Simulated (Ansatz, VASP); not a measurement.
# TiN in VASP and in Ansatz

```
CELL_PARAMETERS angstrom
2.12364 2.12364 0.00000
-2.12364 2.12364 0.00000
0.00000 0.00000 4.24727
ATOMIC_POSITIONS crystal
Ti 0.00000 0.00000 0.00000
Ti 0.50000 0.50000 0.50000
N 0.50000 0.50000 0.00000
N 0.00000 0.00000 0.50000
```

Alike in both runs: task single point; functional PBE; k mesh 12 × 12 × 9; occupations fermi-dirac, width 0.08 eV; no spin polarisation.

```csv
,VASP,Ansatz
version,VASP 6.6.1,Ansatz 0.2.0
potentials or method,"VASP PAW PBE potentials, release 64 (Ti_sv, N), cutoff 520 eV","all-electron LAPW, scalar-relativistic"
```

Ansatz gave:

- pressure (GPa): 0.0

Task: Which values does VASP return?

Result: Pressure (GPa): 0.4.

Ansatz ran all-electron here, so the differences hold the error of VASP's frozen core and of both bases.

Caveats: the real-space grid breaks the cell's symmetry a little (VASP).
